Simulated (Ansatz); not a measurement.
A trial cell of LiCl, before relaxation:

```yaml
crystal:
  lattice:
    - [4.67919, 0.00000, 0.00000]
    - [0.00000, 4.94249, 0.00000]
    - [0.00000, -2.47125, 4.28032]
  atoms:
    - { symbol: Li, position: [0.58333, 0.53192, 0.76596] }
    - { symbol: Li, position: [0.91667, 0.23404, 0.76596] }
    - { symbol: Li, position: [0.08333, 0.46808, 0.23404] }
    - { symbol: Cl, position: [0.25000, 0.23404, 0.46808] }
    - { symbol: Cl, position: [0.75000, 0.76596, 0.53192] }
    - { symbol: Cl, position: [0.41667, 0.76596, 0.23404] }
```

Level of theory: DFT PBE, scalar-relativistic, plane waves, PAW (Ansatz 0.2.0). Cutoff 420 eV, Gaussian smearing, Γ-centred meshes. Cell and atoms relax first on a coarse mesh and then on a converged one. In between, the cell is made exact in the group found at 0.06 Å. The steps can't lower the symmetry of their start. No spin polarisation.

A guess keeps its type if space group and coordination stay and the shape of the cell changes little (axis ratios within about 15 %, angles within 6°); the volume may change.

Question: Does it keep its structure type, or change into something else?

Answer: It doesn't keep its type. The symmetry goes from P1 (No. 1) to Fm-3m (No. 225), and the primitive cell from 6 to 2 atoms. The end has the rock salt type. The volume per atom grows by 3.5 %, from 16.5 to 17.1 Å³. The shortest distance goes from 2.14 Å (Li–Cl, Cl–Cl and Li–Li) to 2.58 Å (Li–Cl). Counting neighbours within 15 % of an atom's shortest distance, the start has Cl 4, Li 4 and the end Cl 6, Li 6. In detail, at the end Li is surrounded by 6 Cl at 2.58 Å; around Cl lie 6 Li at 2.58 Å.

```cif
data_structure
_symmetry_space_group_name_H-M 'Fm-3m'
_symmetry_Int_Tables_number 225
_cell_length_a 5.1508
_cell_length_b 5.1508
_cell_length_c 5.1508
_cell_angle_alpha 90.000
_cell_angle_beta 90.000
_cell_angle_gamma 90.000
_cell_volume 136.66
loop_
_atom_site_label
_atom_site_type_symbol
_atom_site_symmetry_multiplicity
_atom_site_Wyckoff_symbol
_atom_site_fract_x
_atom_site_fract_y
_atom_site_fract_z
_atom_site_occupancy
Li1 Li 4 b 0.50000 0.00000 0.00000 1
Cl1 Cl 4 a 0.00000 0.00000 0.00000 1
```

The last run used an 8×8×8 mesh for its 2-atom cell and Gaussian smearing of 0.02 eV. A later test with randomly moved atoms came back to the same energy, though modes that don't fit the test's cell weren't probed.
